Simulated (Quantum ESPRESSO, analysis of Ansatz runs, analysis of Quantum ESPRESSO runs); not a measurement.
## Substitutional N in diamond: charge-transition level against experiment (Quantum ESPRESSO)

Aim: the charge-transition level of substitutional N in diamond, to be set beside the measurement. Set-up: PBE, GBRV 1.5 PBE, 64-site cell, measured lattice, k: the zone centre alone then 2x2x2 shifted, started with the impurity moved along one bond, dielectric constants 5.7 and 5.7 (handbook). The model is a cell of 64 host atoms with 1 C taken out and 1 N put in. The level is the Fermi energy at which two charge states have equal formation energy, after a correction for the images of the charge. The measured lattice removes the functional's error in the volume.

What was measured. (+1/0) level below the conduction-band bottom: 1.7 eV (quoted in “Hunting the elusive shallow n-type donor – An ab initio study of Li and N co-doped diamond”, 2021, S. Conejeros et al., quoting earlier work (1969)). The calculation is set beside it at the end.

Method: Quantum ESPRESSO plane-wave DFT, PBE, GBRV 1.5 PBE potentials; relaxation of all atoms of a defect supercell, in Quantum ESPRESSO 7.5.

Most raw output is cut from this account.

**1. The starting structure**

The cell holds 64 atoms: 63 C and 1 N. Cell: a = 7.133 Å, b = 7.133 Å, c = 7.133 Å, α = 90.0°, β = 90.0°, γ = 90.0°. It derives from C (space group Fd-3m). Nearest the centre at fractional (0.375, 0.375, 0.375): N8 at 0.30 Å, C4 at 1.53 Å, C27 at 1.53 Å, C42 at 1.54 Å, C49 at 1.56 Å, C14 at 2.51 Å, C37 at 2.52 Å, C23 at 2.52 Å. The cell carries charge +1.

The host's primitive cell comes from a first run (Quantum ESPRESSO plane-wave DFT, PBE, GBRV 1.5 PBE potentials; relaxation of all atoms of a defect-free cell): vectors of 2.522, 2.522 and 2.522 Å. That is 5.67 Å³ an atom. The supercell is built on it.

**2. Relaxation, charge +1**

Every later number rests on the structure around the defect, so the atoms are relaxed at the host's lattice first.

pw.in

```
&CONTROL
  calculation = 'relax'
  prefix = 'pwscf'
  outdir = './tmp'
  pseudo_dir = './pseudo'
  tprnfor = .true.
  disk_io = 'low'
  nstep = 70
  forc_conv_thr = 0.00078
  etot_conv_thr = 0.0001
/
&SYSTEM
  ibrav = 0
  nat = 64
  ntyp = 2
  ecutwfc = 45
  ecutrho = 360
  nbnd = 132
  occupations = 'smearing'
  smearing = 'fd'
  degauss = 0.00073499
  tot_charge = 1
  nosym = .true.
/
&ELECTRONS
  conv_thr = 6d-08
  electron_maxstep = 100
  mixing_beta = 0.5
/
&IONS
  ion_dynamics = 'bfgs'
/
ATOMIC_SPECIES
C     12.0110 c_pbe_v1.2.uspp.F.UPF
N     14.0070 n_pbe_v1.2.uspp.F.UPF
CELL_PARAMETERS angstrom
   7.1334800000    0.0000000000    0.0000000000
   0.0000000000    7.1334800000    0.0000000000
   0.0000000000    0.0000000000    7.1334800000
ATOMIC_POSITIONS crystal
C     -0.0000816072    0.0013260644    0.2475310896
C     -0.0022241439    0.2489052079   -0.0013096716
C      0.2497540576    0.0013640087   -0.0024371332
C      0.2526014376    0.2508276734    0.2506388308
C      0.1228744614    0.1252052007    0.3731832436
C      0.1236228792    0.3734554967    0.1268917382
C      0.3777156047    0.1245541183    0.1244639908
N      0.3997543283    0.3971066728    0.4009865418
[... 52 atom lines left out ...]
C      0.6228237276    0.6265638256    0.8741760382
C      0.6225043542    0.8737828120    0.6246116309
C      0.8769889968    0.6234657414    0.6237547821
C      0.8775631696    0.8759164960    0.8756714329
K_POINTS gamma
```

Command:

```
$ OMP_NUM_THREADS=1 mpirun -n 4 pw.x -in pw.in > pw.out
```

Wall time 54 s (4 MPI ranks of Arm Neoverse V1, shared host); peak memory 0.52 GiB.

The steps of the relaxation:

| step | energy less that of the first step (eV) |
| --- | --- |
| 0 | 0.0000 |
| 1 | -1.7582 |
| 2 | -2.0710 |
| 3 | -2.1222 |
| 4 | -2.1331 |
| 5 | -2.1373 |
| 6 | -2.1381 |
| 7 | -2.1383 |

The atoms that moved most (Å):

| atom | dx | dy | dz | length |
| --- | --- | --- | --- | --- |
| N8 | -0.174 | -0.154 | -0.183 | 0.296 |
| C27 | -0.007 | 0.031 | 0.012 | 0.034 |
| C5 | 0.019 | 0.004 | 0.022 | 0.029 |
| C6 | 0.014 | 0.022 | -0.010 | 0.028 |
| C4 | -0.023 | -0.010 | -0.010 | 0.027 |
| C26 | 0.011 | 0.004 | 0.023 | 0.026 |
| C59 | 0.023 | 0.011 | -0.001 | 0.026 |
| C62 | 0.021 | 0.013 | 0.005 | 0.025 |

Neighbours of N8 at the end:

| atom | distance (Å) |
| --- | --- |
| C49 | 1.557 |
| C27 | 1.557 |
| C42 | 1.557 |
| C4 | 1.558 |
| C14 | 2.520 |
| C21 | 2.520 |
| C31 | 2.520 |
| C53 | 2.520 |
| C46 | 2.520 |
| C15 | 2.520 |
| C23 | 2.520 |
| C37 | 2.520 |
| C38 | 2.520 |
| C7 | 2.520 |
| C6 | 2.520 |
| C5 | 2.520 |

First to last step the energy falls by 2.138 eV; the largest move, 0.30 Å, is that of N8. Judged within 0.08 Å, the space group went from R3m to P-43m.

**3. Single point, charge +1**

The relaxed structure is kept, and the final numbers are taken at the final level and k-points.

This step: Quantum ESPRESSO plane-wave DFT, PBE, GBRV 1.5 PBE potentials; single point of a defect supercell.

pw.in

```
&CONTROL
  calculation = 'scf'
  prefix = 'pwscf'
  outdir = './tmp'
  pseudo_dir = './pseudo'
  tprnfor = .true.
  disk_io = 'low'
/
&SYSTEM
  ibrav = 0
  nat = 64
  ntyp = 2
  ecutwfc = 45
  ecutrho = 360
  nbnd = 132
  occupations = 'smearing'
  smearing = 'fd'
  degauss = 0.00073499
  tot_charge = 1
  nosym = .true.
/
&ELECTRONS
  conv_thr = 6d-08
  electron_maxstep = 100
  mixing_beta = 0.5
/
ATOMIC_SPECIES
C     12.0110 c_pbe_v1.2.uspp.F.UPF
N     14.0070 n_pbe_v1.2.uspp.F.UPF
CELL_PARAMETERS angstrom
   7.1334800000    0.0000000000    0.0000000000
   0.0000000000    7.1334800000    0.0000000000
   0.0000000000    0.0000000000    7.1334800000
ATOMIC_POSITIONS crystal
C      0.0004972053    0.0006395188    0.2498554198
C      0.0005045992    0.2501352306    0.0003805603
[... 1 atom line left out ...]
C      0.2493139952    0.2494843433    0.2492187708
C      0.1255871747    0.1257327462    0.3762459940
C      0.1255931668    0.3765317806    0.1254678732
C      0.3763630258    0.1257533745    0.1254784159
N      0.3753869422    0.3755519982    0.3752922139
[... 5 atom lines left out ...]
C      0.1256338214    0.3745578005    0.6250973510
C      0.3743897995    0.1257645088    0.6250960136
[... 11 atom lines left out ...]
C      0.2493690396    0.5016017656    0.5013374294
[... 9 atom lines left out ...]
C      0.6252070556    0.1257786539    0.3742843137
C      0.6252263549    0.3745483336    0.1255214559
[... 3 atom lines left out ...]
C      0.5014258185    0.2495033912    0.5013351354
[... 6 atom lines left out ...]
C      0.5014360963    0.5015770220    0.2492718193
[... 14 atom lines left out ...]
C      0.8753468026    0.8754981852    0.8752411012
K_POINTS automatic
2 2 2 1 1 1
```

pp_potential.in

```
&INPUTPP
  prefix = 'pwscf'
  outdir = './tmp'
  filplot = 'potential.dat'
  plot_num = 11
/
&PLOT
  nfile = 1
  filepp(1) = 'potential.dat'
  iflag = 3
  output_format = 6
  fileout = 'potential.cube'
/
```

Command:

```
$ OMP_NUM_THREADS=1 mpirun -n 4 pw.x -nk 2 -in pw.in > pw.out
$ OMP_NUM_THREADS=1 mpirun -n 4 pp.x -in pp_potential.in > pp_potential.out
```

The job ended after 85 s (4 MPI ranks; peak memory 0.99 GiB; 5.7 min of CPU time).

**4. Relaxation, charge 0**

pw.in

```
&CONTROL
  calculation = 'relax'
  prefix = 'pwscf'
  outdir = './tmp'
  pseudo_dir = './pseudo'
  tprnfor = .true.
  disk_io = 'low'
  nstep = 70
  forc_conv_thr = 0.00078
  etot_conv_thr = 0.0001
/
&SYSTEM
  ibrav = 0
  nat = 64
  ntyp = 2
  ecutwfc = 45
  ecutrho = 360
  nbnd = 133
  occupations = 'smearing'
  smearing = 'fd'
  degauss = 0.00073499
  nspin = 2
  starting_magnetization(1) = 0.125
  starting_magnetization(2) = 0.1
  tot_magnetization = 1
  nosym = .true.
/
&ELECTRONS
  conv_thr = 6d-08
  electron_maxstep = 100
  mixing_beta = 0.3
/
&IONS
  ion_dynamics = 'bfgs'
/
ATOMIC_SPECIES
C     12.0110 c_pbe_v1.2.uspp.F.UPF
N     14.0070 n_pbe_v1.2.uspp.F.UPF
CELL_PARAMETERS angstrom
   7.1334800000    0.0000000000    0.0000000000
   0.0000000000    7.1334800000    0.0000000000
   0.0000000000    0.0000000000    7.1334800000
ATOMIC_POSITIONS crystal
C     -0.0000816072    0.0013260644    0.2475310896
C     -0.0022241439    0.2489052079   -0.0013096716
[... 1 atom line left out ...]
C      0.2526014376    0.2508276734    0.2506388308
[... 1 atom line left out ...]
C      0.1236228792    0.3734554967    0.1268917382
[... 1 atom line left out ...]
N      0.3997543283    0.3971066728    0.4009865418
[... 5 atom lines left out ...]
C      0.1257676689    0.3732795075    0.6229236534
C      0.3723439478    0.1244382236    0.6242997005
[... 7 atom lines left out ...]
C      0.3724698946    0.6251382232    0.1262000360
[... 3 atom lines left out ...]
C      0.2503935388    0.4972469483    0.4996443892
[... 9 atom lines left out ...]
C      0.6252222140    0.1264561240    0.3773855711
[... 4 atom lines left out ...]
C      0.5009549434    0.2526220616    0.5002711118
[... 3 atom lines left out ...]
C      0.6264717204    0.3763870480    0.6230581549
[... 2 atom lines left out ...]
C      0.5001872228    0.5022847700    0.2483858752
[... 3 atom lines left out ...]
C      0.6244422402    0.6246317598    0.3777228530
[... 10 atom lines left out ...]
C      0.8775631696    0.8759164960    0.8756714329
K_POINTS gamma
```

Command:

```
$ OMP_NUM_THREADS=1 mpirun -n 4 pw.x -in pw.in > pw.out
```

Elapsed: 2.1 min, on 4 MPI ranks; peak memory 0.81 GiB.

Relaxation path:

| step | energy less that of the first step (eV) |
| --- | --- |
| 0 | 0.0000 |
| 1 | -1.2485 |
| 2 | -1.4957 |
| 3 | -1.5865 |
| 4 | -1.6058 |
| 5 | -1.6141 |
| 6 | -1.6155 |
| 7 | -1.6158 |

The atoms that moved most (Å):

| atom | dx | dy | dz | length |
| --- | --- | --- | --- | --- |
| C4 | -0.157 | -0.143 | -0.144 | 0.257 |
| N8 | -0.053 | -0.033 | -0.063 | 0.089 |
| C27 | 0.044 | 0.042 | 0.023 | 0.065 |
| C49 | 0.020 | 0.006 | 0.058 | 0.061 |
| C7 | -0.042 | -0.011 | -0.012 | 0.045 |
| C21 | 0.040 | -0.010 | -0.001 | 0.041 |
| C38 | -0.018 | 0.004 | 0.036 | 0.040 |
| C59 | 0.034 | 0.017 | 0.005 | 0.039 |

Neighbours of N8 at the end:

| atom | distance (Å) |
| --- | --- |
| C42 | 1.478 |
| C27 | 1.478 |
| C49 | 1.478 |
| C4 | 1.998 |
| C46 | 2.379 |
| C31 | 2.379 |
| C53 | 2.379 |
| C14 | 2.510 |
| C21 | 2.510 |
| C15 | 2.511 |
| C37 | 2.511 |
| C23 | 2.511 |
| C38 | 2.511 |

Read from the output:

```
total moment                          : 1.0000 μB
integral of the absolute spin density : 1.141 μB
```

First to last step the energy falls by 1.616 eV; the largest move, 0.26 Å, is that of C4.

**5. Single point, charge 0**

This step: Quantum ESPRESSO plane-wave DFT, PBE, GBRV 1.5 PBE potentials; single point of a defect supercell.

pw.in

```
&CONTROL
  calculation = 'scf'
  prefix = 'pwscf'
  outdir = './tmp'
  pseudo_dir = './pseudo'
  tprnfor = .true.
  disk_io = 'low'
/
&SYSTEM
  ibrav = 0
  nat = 64
  ntyp = 2
  ecutwfc = 45
  ecutrho = 360
  nbnd = 133
  occupations = 'smearing'
  smearing = 'fd'
  degauss = 0.00073499
  nspin = 2
  starting_magnetization(1) = 0.125
  starting_magnetization(2) = 0.1
  tot_magnetization = 1
  nosym = .true.
/
&ELECTRONS
  conv_thr = 6d-08
  electron_maxstep = 100
  mixing_beta = 0.3
/
ATOMIC_SPECIES
C     12.0110 c_pbe_v1.2.uspp.F.UPF
N     14.0070 n_pbe_v1.2.uspp.F.UPF
CELL_PARAMETERS angstrom
   7.1334800000    0.0000000000    0.0000000000
   0.0000000000    7.1334800000    0.0000000000
   0.0000000000    0.0000000000    7.1334800000
ATOMIC_POSITIONS crystal
C     -0.0024277550   -0.0022908821    0.2496025859
C     -0.0024566958    0.2498764378   -0.0025489555
[... 1 atom line left out ...]
C      0.2305526400    0.2307191677    0.2304728874
C      0.1229239601    0.1230631807    0.3717287402
[... 2 atom lines left out ...]
N      0.3922837760    0.3924404163    0.3921952066
[... 5 atom lines left out ...]
C      0.1278962561    0.3746722552    0.6237778044
C      0.3745055444    0.1280224112    0.6237643093
[... 5 atom lines left out ...]
C      0.1279105006    0.6240506928    0.3744006157
[... 1 atom line left out ...]
C      0.3745272608    0.6240350859    0.1277740427
[... 3 atom lines left out ...]
C      0.2565660653    0.5031774625    0.5029118788
[... 9 atom lines left out ...]
C      0.6238950076    0.1280464831    0.3743884987
C      0.6239043186    0.3746434892    0.1277807687
[... 3 atom lines left out ...]
C      0.5030047486    0.2567037364    0.5028971575
[... 6 atom lines left out ...]
C      0.5030208462    0.5031433058    0.2564613878
[... 14 atom lines left out ...]
C      0.8751758118    0.8753267573    0.8750923972
K_POINTS automatic
2 2 2 1 1 1
```

pp_potential.in is that of step 3.

Command:

```
$ OMP_NUM_THREADS=1 mpirun -n 4 pw.x -nk 2 -in pw.in > pw.out
$ OMP_NUM_THREADS=1 mpirun -n 4 pp.x -in pp_potential.in > pp_potential.out
```

Run time: 3.5 min. Hardware: 4 MPI ranks; peak memory 1.3 GiB; 14 min of CPU time.

This step gave:

```yaml
total_moment: 1.000 μB
integral_of_the_absolute_spin_density: 1.124 μB
```

**6. Charge-transition levels**

Analysis of the runs above: levels from Quantum ESPRESSO plane-wave DFT, PBE, GBRV 1.5 PBE potentials energies with an image-charge correction aligned at atomic sites (own code after Kumagai and Oba).

It gives:

```
gap : 4.151 eV
```

**7. Results**

```yaml
static_dielectric_constant_used: 5.7
band_gap_of_the_host: 4.15 eV
plus_1_over_0_level_below_the_conduction_band_bottom: 1.31 eV
```

**Reading.** (+1/0) level below the conduction-band bottom: computed 1.31 eV, measured 1.7 eV; 0.39 eV shallower than the measurement. The level is counted in a gap of 4.15 eV, and the correction is screened by a dielectric constant of 5.7 from a handbook. Levels hang on the band edges, which semilocal functionals place too close together. Limits: the periodic copies of the defect are only 7.1 Å apart.

[Logs are printed without paths, hosts, clocks, repeated set-up lines and the standing remarks that a program may print on its own settings, such as how far it seeks lower states.]

[Hosts, paths, dates, database ids (printed as entryN), source tags and the programs' standing remarks are cut or masked in the printed files.]

[For some hosts the program warned that the k-mesh of the response run may be too coarse for force constants and the static dielectric constant; such warnings are not shown here.]
